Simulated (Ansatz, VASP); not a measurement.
**One calculation of TaN, two programs**

File INCAR:

```
PREC = Accurate
ENCUT = 520
EDIFF = 1E-7
ISMEAR = 0
SIGMA = 0.15
LREAL = False
LASPH = True
NELM = 60
ALGO = Normal
ISIF = 2
LWAVE = False
LCHARG = True
GGA = PE
LELF = True
LVHAR = True
NBANDS = 15
```

KPOINTS

```
Automatic mesh
0
Gamma
  18 18 18
```

The input POSCAR:

```
TaN
1.0
    0.0000000000      2.0700500000      2.0700500000
    2.0700500000      0.0000000000      2.0700500000
    2.0700500000      2.0700500000      0.0000000000
Ta N
1 1
Direct
    0.5000000000      0.5000000000      0.5000000000
    0.0000000000      0.0000000000      0.0000000000
```

Input for Ansatz:

```yaml
crystal:
  lattice:
    - [0.0, 2.07005, 2.07005]
    - [2.07005, 0.0, 2.07005]
    - [2.07005, 2.07005, 0.0]
  atoms:
    - { symbol: Ta, position: [0.5, 0.5, 0.5] }
    - { symbol: "N", position: [0.0, 0.0, 0.0] }
basis:
  ecutwfc: 420
kpoints:
  mp_grid: { grid: [18, 18, 18] }
hamiltonian:
  xc: pbe
scf:
  occupations: { method: gaussian, width: 0.15 }
output:
  forces: true
  stress: true
  eigenvalues: true
```

Change from the starting cell: strain -0.050 along x and y, -0.050 along z, atoms carried along.

Alike in both runs: task single point; functional PBE; k mesh 18 × 18 × 18; occupations gaussian, width 0.15 eV; no spin polarisation.

|  | VASP | Ansatz |
| --- | --- | --- |
| version | VASP 6.6.1 | Ansatz 0.2.0 |
| potentials or method | VASP PAW PBE potentials, release 64 (Ta_pv, N) | scalar-relativistic, plane waves, PAW |
| plane-wave cutoff (eV) | 520 | 420 |
| valence electrons in the cell | 16 | 18 |

Ansatz gave:

* gap on the k mesh at the Fermi level (eV): none
* pressure (GPa): 98.2

Problem. Which values does VASP return?

Solution. gap on the k mesh at the Fermi level (eV): none; pressure (GPa): 100.4.

A gap of «none» marks a metal or a gap that the smearing closes. With one functional, cell and mesh, what is left measures potentials, basis and numerics. The two sets of potentials don't hold the same shells in valence.

Caveats: the cell as given lies far from equilibrium; so large a pressure means that the cell lies far from this level's equilibrium, or that cutoff or potentials fall short (VASP). Spin-orbit coupling is left out, which matters for the levels of Ta.
